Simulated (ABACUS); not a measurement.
Here is an ABACUS 3.10.1 calculation.

INPUT

```
INPUT_PARAMETERS
suffix              SiC
calculation         scf
basis_type          pw
pseudo_dir          ./
symmetry            1
dft_functional      pbe
ecutwfc             82
pseudo_rcut         10
nspin               1
nbands              20
ks_solver           dav
smearing_method     fd
smearing_sigma      0.00367493
scf_thr             1e-08
scf_nmax            100
mixing_type         broyden
mixing_beta         0.7
cal_force           1
cal_stress          1
out_chg             1
out_pot             2
out_elf             1
```

Contents of STRU:

```
ATOMIC_SPECIES
Si 28.0850 Si.upf
C 12.0110 C.upf

LATTICE_CONSTANT
1.8897261246

LATTICE_VECTORS
3.0756941497 0.0000000000 0.0000000000
-1.5378470748 2.6636292679 0.0000000000
0.0000000000 0.0000000000 10.0706464800

ATOMIC_POSITIONS
Direct

Si
0.0
4
0.0000000000 0.0000000000 0.1878943800 1 1 1
0.0000000000 0.0000000000 0.6878943800 1 1 1
0.3333333333 0.6666666667 0.4378419800 1 1 1
0.6666666667 0.3333333333 0.9378419800 1 1 1

C
0.0
4
0.0000000000 0.0000000000 0.0004600500 1 1 1
0.0000000000 0.0000000000 0.5004600500 1 1 1
0.3333333333 0.6666666667 0.2498025900 1 1 1
0.6666666667 0.3333333333 0.7498025900 1 1 1
```

Contents of KPT:

```
K_POINTS
0
Gamma
10 10 3 0 0 0
```

Potentials or basis: PseudoDojo NC SR 0.4.1 PBE standard, plane waves.

The run is started by

```console
$ OMP_NUM_THREADS=1 mpirun -np 4 abacus > log
```

Estimate the pressure.

3.9 GPa.

Estimate the largest force.

0.008 eV/Å.

Forces in eV/Å, atoms in the order of the input:
```
Si   0.000  0.000  0.001
Si   0.000  0.000  0.001
Si   0.000  0.000 -0.006
Si   0.000  0.000 -0.006
C    0.000  0.000 -0.002
C    0.000  0.000 -0.002
C    0.000  0.000  0.008
C    0.000  0.000  0.008
```

Caveat: there are fewer bands than atomic start orbitals, so a level may be missed at k points of high symmetry.
